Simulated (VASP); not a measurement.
**A VASP 6.6.1 single-point calculation on BeTe**

INCAR

```
SIGMA = 0.05
ISMEAR = -4
PREC = Accurate
ENCUT = 520
IBRION = -1
GGA = PE
NELM = 62
EDIFF = 1E-7
LREAL = .FALSE.
LASPH = .TRUE.
NBANDS = 11
NSW = 0
LWAVE = .FALSE.
LCHARG = .FALSE.
ISIF = 2
```

KPOINTS

```
KPOINTS created by Atomic Simulation Environment
0
Gamma
8 8 8
0 0 0
```

POSCAR

```
Be Te
 1.0000000000000000
     0.0000000000000000    2.9134823341999998    2.9134823341999998
     2.9134823341999998    0.0000000000000000    2.9134823341999998
     2.9134823341999998    2.9134823341999998    0.0000000000000000
 Be  Te
   1   1
Cartesian
  0.0000000000000000  0.0000000000000000  0.0000000000000000
  1.4567411670999999  1.4567411670999999  1.4567411670999999
```

The recommended PBE PAW datasets give the neutral cell 8 valence electrons.

Command

```
mpirun -np 1 vasp_std
```

**Question.** Predict the outcome of this run.

**Answer.** It converged. Results: gap between bands v and c on the k mesh 2.20 eV; least direct gap on the k mesh 3.11 eV; pressure -4.0 GPa. Band v is the last that the valence electrons fill when counted band by band, and c is the next.

OSZICAR

```
N       E                     dE             d eps       ncg     rms          rms(c)
DAV:   1     0.192249239439E+02    0.19225E+02   -0.31967E+03   638   0.580E+02
DAV:   2    -0.641915377733E+01   -0.25644E+02   -0.24876E+02   815   0.871E+01
DAV:   3    -0.762478135968E+01   -0.12056E+01   -0.12034E+01   843   0.206E+01
DAV:   4    -0.763907255250E+01   -0.14291E-01   -0.14289E-01   760   0.247E+00
DAV:   5    -0.763939671081E+01   -0.32416E-03   -0.32415E-03   850   0.343E-01    0.354E+00
DAV:   6    -0.758813490968E+01    0.51262E-01   -0.52287E-02   716   0.916E-01    0.216E+00
DAV:   7    -0.757139065049E+01    0.16744E-01   -0.64847E-02   728   0.113E+00    0.288E-01
DAV:   8    -0.757218875643E+01   -0.79811E-03   -0.40313E-03   719   0.351E-01    0.564E-02
DAV:   9    -0.757242733244E+01   -0.23858E-03   -0.25640E-04   755   0.940E-02    0.196E-02
DAV:  10    -0.757247849785E+01   -0.51165E-04   -0.60345E-05   741   0.395E-02    0.114E-02
DAV:  11    -0.757248242323E+01   -0.39254E-05   -0.40686E-06   782   0.118E-02    0.349E-03
DAV:  12    -0.757248322670E+01   -0.80346E-06   -0.14566E-06   733   0.652E-03    0.891E-04
DAV:  13    -0.757248325638E+01   -0.29690E-07   -0.12214E-08   581   0.762E-04
   1 F= -.75724833E+01 E0= -.75724833E+01  d E =0.000000E+00
```

Standard output (part)

```
POSCAR found type information on POSCAR BeTe
 POSCAR found :  2 types and       2 ions
 LDA part: xc-table for (Slater+PW92), standard interpolation
 POSCAR, INCAR and KPOINTS ok, starting setup
 WAVECAR not read
 entering main loop
```

For comparison, a separate PBE run of the intended cell, on usual settings and not on those above, gives a gap of 2.20 eV on its mesh and a pressure of -4.0 GPa.
